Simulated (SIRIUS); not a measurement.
# Ta (Im-3m) in SIRIUS: notebook, part 3 of 3

SIRIUS 7.12.0.

## Step 8: Equation of state, PBEsol, 19.09 Å³/atom (volume scaled by 1.06)

sirius.json

```json
{
  "control": {
    "processing_unit": "cpu",
    "std_evp_solver_name": "lapack",
    "gen_evp_solver_name": "lapack",
    "verbosity": 2,
    "print_forces": false,
    "ortho_rf": true,
    "use_second_variation": true,
    "rmt_max": 3.0,
    "num_bands_to_print": 22,
    "save_wf": true
  },
  "parameters": {
    "electronic_structure_method": "full_potential_lapwlo",
    "xc_functionals": ["XC_GGA_X_PBE_SOL", "XC_GGA_C_PBE_SOL"],
    "core_relativity": "dirac",
    "valence_relativity": "iora",
    "num_fv_states": 22,
    "smearing": "fermi_dirac",
    "smearing_width": 0.0018374661,
    "pw_cutoff": 20,
    "gk_cutoff": 3.54,
    "lmax_apw": 11,
    "lmax_rho": 8,
    "lmax_pot": 8,
    "num_mag_dims": 0,
    "auto_rmt": 0,
    "ngridk": [11, 11, 11],
    "shiftk": [0, 0, 0],
    "num_dft_iter": 80,
    "energy_tol": 1e-07,
    "density_tol": 1e-05,
    "use_symmetry": true
  },
  "settings": {"tol_ne": 1e-10},
  "iterative_solver": {"type": "exact"},
  "mixer": {"type": "anderson", "beta": 0.5, "max_history": 8},
  "unit_cell": {
    "lattice_vectors": [
      [-3.1816681193, 3.1816681193, 3.1816681193],
      [3.1816681193, -3.1816681193, 3.1816681193],
      [3.1816681193, 3.1816681193, -3.1816681193]
    ],
    "atom_types": ["Ta"],
    "atom_files": {"Ta": "Ta.json"},
    "atoms": {"Ta": [[0.0, 0.0, 0.0]]}
  }
}
```

Ta.json

```json
{
  "name": "tantalum",
  "symbol": "Ta",
  "number": 73,
  "mass": 180.94788,
  "rmin": 1e-06,
  "rmt": 2.6,
  "nrmt": 800,
  "rinf": 15.8,
  "core": "1s2s2p3s3p3d4s4p4d",
  "valence": [
    {"basis": [{"enu": 0.18, "dme": 0, "n": 0, "auto": 0}, {"enu": 0.18, "dme": 1, "n": 0, "auto": 0}]},
    {"l": 0, "n": 1, "basis": [{"enu": 0.28, "dme": 0, "n": 0, "auto": 0}]},
    {"l": 1, "n": 2, "basis": [{"enu": 0.28, "dme": 0, "n": 0, "auto": 0}]},
    {"l": 2, "n": 3, "basis": [{"enu": 0.28, "dme": 0, "n": 0, "auto": 0}]},
    {"l": 3, "n": 4, "basis": [{"enu": 0.28, "dme": 0, "n": 0, "auto": 0}]},
    {"l": 4, "n": 5, "basis": [{"enu": 0.28, "dme": 0, "n": 0, "auto": 0}]}
  ],
  "lo": [
    {"l": 0, "basis": [{"enu": 0.28, "dme": 0, "n": 0, "auto": 0}, {"enu": 0.28, "dme": 1, "n": 0, "auto": 0}]},
    {
      "l": 0,
      "basis": [{"enu": -2.2572, "dme": 0, "n": 5, "auto": 1}, {"enu": -2.2572, "dme": 1, "n": 5, "auto": 1}]
    },
    {
      "l": 0,
      "basis": [{"enu": -2.2572, "dme": 1, "n": 5, "auto": 1}, {"enu": 0.28, "dme": 0, "n": 0, "auto": 0}]
    },
    {"l": 0, "basis": [{"enu": 0.28, "dme": 0, "n": 0, "auto": 0}, {"enu": 2.6469, "dme": 0, "n": 0, "auto": 0}]},
    {"l": 1, "basis": [{"enu": 0.28, "dme": 0, "n": 0, "auto": 0}, {"enu": 0.28, "dme": 1, "n": 0, "auto": 0}]},
    {
      "l": 1,
      "basis": [{"enu": -1.0303, "dme": 0, "n": 5, "auto": 1}, {"enu": -1.0303, "dme": 1, "n": 5, "auto": 1}]
    },
    {
      "l": 1,
      "basis": [{"enu": -1.0303, "dme": 1, "n": 5, "auto": 1}, {"enu": 0.28, "dme": 0, "n": 0, "auto": 0}]
    },
    {"l": 1, "basis": [{"enu": 0.28, "dme": 0, "n": 0, "auto": 0}, {"enu": 3.0019, "dme": 0, "n": 0, "auto": 0}]},
    {"l": 2, "basis": [{"enu": 0.28, "dme": 0, "n": 0, "auto": 0}, {"enu": 0.28, "dme": 1, "n": 0, "auto": 0}]},
    {"l": 2, "basis": [{"enu": 0.28, "dme": 1, "n": 0, "auto": 0}, {"enu": 0.28, "dme": 2, "n": 0, "auto": 0}]},
    {"l": 2, "basis": [{"enu": 0.28, "dme": 0, "n": 0, "auto": 0}, {"enu": 2.5877, "dme": 0, "n": 0, "auto": 0}]},
    {"l": 3, "basis": [{"enu": 0.28, "dme": 0, "n": 0, "auto": 0}, {"enu": 0.28, "dme": 1, "n": 0, "auto": 0}]},
    {
      "l": 3,
      "basis": [{"enu": -0.5047, "dme": 0, "n": 4, "auto": 1}, {"enu": -0.5047, "dme": 1, "n": 4, "auto": 1}]
    },
    {
      "l": 3,
      "basis": [{"enu": -0.5047, "dme": 1, "n": 4, "auto": 1}, {"enu": 0.28, "dme": 0, "n": 0, "auto": 0}]
    },
    {"l": 3, "basis": [{"enu": 0.28, "dme": 0, "n": 0, "auto": 0}, {"enu": 3.712, "dme": 0, "n": 0, "auto": 0}]},
    {"l": 4, "basis": [{"enu": 0.28, "dme": 0, "n": 0, "auto": 0}, {"enu": 0.28, "dme": 1, "n": 0, "auto": 0}]},
    {"l": 4, "basis": [{"enu": 0.28, "dme": 0, "n": 0, "auto": 0}, {"enu": 3.1202, "dme": 0, "n": 0, "auto": 0}]}
  ],
  "free_atom": [... radial grid and density of the free atom, the start of the SCF ...]
}
```

sirius_start.json

```json
{
  "control": {
    "processing_unit": "cpu",
    "std_evp_solver_name": "lapack",
    "gen_evp_solver_name": "lapack",
    "verbosity": 1,
    "print_forces": false,
    "ortho_rf": true,
    "use_second_variation": true,
    "rmt_max": 3.0,
    "num_bands_to_print": 22,
    "save_wf": false
  },
  "parameters": {
    "electronic_structure_method": "full_potential_lapwlo",
    "xc_functionals": ["XC_LDA_X", "XC_LDA_C_PW"],
    "core_relativity": "dirac",
    "valence_relativity": "iora",
    "num_fv_states": 22,
    "smearing": "fermi_dirac",
    "smearing_width": 0.0055123983,
    "pw_cutoff": 20,
    "gk_cutoff": 2.83,
    "lmax_apw": 11,
    "lmax_rho": 8,
    "lmax_pot": 8,
    "num_mag_dims": 0,
    "auto_rmt": 0,
    "ngridk": [4, 4, 4],
    "shiftk": [0, 0, 0],
    "num_dft_iter": 30,
    "energy_tol": 0.01,
    "density_tol": 0.05,
    "use_symmetry": true
  },
  "settings": {"tol_ne": 1e-10},
  "iterative_solver": {"type": "exact"},
  "mixer": {"type": "anderson", "beta": 0.5, "max_history": 8},
  "unit_cell": {
    "lattice_vectors": [
      [-3.1816681193, 3.1816681193, 3.1816681193],
      [3.1816681193, -3.1816681193, 3.1816681193],
      [3.1816681193, 3.1816681193, -3.1816681193]
    ],
    "atom_types": ["Ta"],
    "atom_files": {"Ta": "Ta.json"},
    "atoms": {"Ta": [[0.0, 0.0, 0.0]]}
  }
}
```

Command:

```
OMP_NUM_THREADS=1 sirius.scf --input=sirius_start.json --output=start.json
OMP_NUM_THREADS=1 sirius.scf --input=sirius.json --output=output.json --task=1
```

It took 41 s on 1 thread of Arm Neoverse V1, shared host; peak memory 0.35 GiB.

It converged, with:

```yaml
Free_energy: -425082.0187 eV
Band_gap_on_the_k_mesh: none (metal or under the smearing width)
All_electrons_inside_the_program's_atomic_spheres: Ta 71.09 (radii Ta 2.6 bohr)
```

## Step 9: Equation of state, PBEsol

Potentials or basis: all-electron FP-LAPW, apw+lo standard.

This step only gathers the single runs of the series.

Results:

```yaml
Equilibrium_volume: 17.61 Å³/atom
Bulk_modulus: 211 GPa
Pressure_derivative_of_the_bulk_modulus: "4.4 (rough: it moves with the points fitted)"
```

Energy against volume, from the lowest point:
| volume (Å³/atom) | energy (meV/atom) |
| --- | --- |
| 16.930 | 18.75 |
| 17.290 | 3.99 |
| 17.650 | 0.00 |
| 18.010 | 5.43 |
| 18.371 | 19.68 |
| 18.731 | 41.70 |
| 19.091 | 70.40 |

The run has no spin-orbit coupling, so splittings on Ta are missing.

## Step 10: How close it comes

Step 9. Measured bulk modulus of Ta: 194 GPa (quoted in “Refinement of the equation of state of tantalum”, 2004, arxiv:cond-mat/0403080). This calculation gives 211 GPa (+8.8 %). The fit is for a static lattice scaled at fixed shape and fixed fractional positions.
